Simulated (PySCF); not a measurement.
Isomers of [C5H12N]+. Computed, not measured: PySCF, TDDFT B3LYP/def2-SVPD, vertical, gas phase, core orbitals frozen in the response. Geometries: PBE0-D3(BJ)/def2-SVP; one conformer of each isolated species. Triplets are in the Tamm–Dancoff approximation. Ions are computed without counter-ions or solvent.

A. `C[C@@H]1CC[C@H]1[NH3+]`
B. `C1CC[NH2+]CC1`
C. `CC(C)=[N+](C)C`
D. `CC[NH+]1CCC1`

Lowest singlet levels (six at most, fewer where fewer were computed) with oscillator strengths:

1. 175 nm (f 0.002); 172 nm (f 0.001); 162 nm (f 0.020); 153 nm (f 0.019); 150 nm (f 0.002); 148 nm (f 0.007); T1 7.04 eV
2. 154 nm (f 0.010); 153 nm (f 0.000); 152 nm (f 0.008); 137 nm (f 0.007); 137 nm (f 0.086); 137 nm (f 0.003); T1 7.96 eV
3. 141 nm (f 0.003); 140 nm (f 0.009); 137 nm (f 0.011); 134 nm (f 0.018); 129 nm (f 0.014); 127 nm (f 0.002); T1 8.61 eV
4. 181 nm (f 0.342); 176 nm (f 0.000); 156 nm (f 0.026); 151 nm (f 0.004); 149 nm (f 0.001); 147 nm (f 0.169); T1 4.62 eV

Question: Which spectrum belongs to which structure?

Answer: 1 = A, 2 = B, 3 = D, 4 = C.
- A: S1 at 7.09 eV, HOMO→LUMO (99%); Löwdin shares by element: HOMO carbon 73% or more (atoms not listed hold the other 27%); LUMO hydrogen 53% or more, nitrogen 21% (atoms not listed hold the other 26%); HOMO -12.97 and LUMO -5.08 eV.
- B: S1 at 8.06 eV, HOMO→LUMO (87%), HOMO-2→LUMO (13%); Löwdin shares by element: HOMO carbon 54% or more, hydrogen 16% or more (atoms not listed hold the other 30%); LUMO hydrogen 40% or more, nitrogen 16%, carbon 8% or more (atoms not listed hold the other 36%); HOMO -13.58 and LUMO -4.73 eV; point group Cs, 1 of its 6 listed states under f = 0.0005.
- C: S1 at 6.83 eV, HOMO→LUMO (96%); Löwdin shares by element: HOMO nitrogen 35%, carbon 30% or more (atoms not listed hold the other 35%); LUMO carbon 54% or more, nitrogen 26% (atoms not listed hold the other 20%); HOMO -13.50 and LUMO -6.44 eV; point group C2, 1 of its 6 listed states under f = 0.0005.
- D: S1 at 8.78 eV, HOMO→LUMO (97%); Löwdin shares by element: HOMO carbon 47% or more (atoms not listed hold the other 53%); LUMO hydrogen 26% or more, carbon 17% or more, nitrogen 14% (atoms not listed hold the other 44%); HOMO -14.31 and LUMO -4.52 eV.
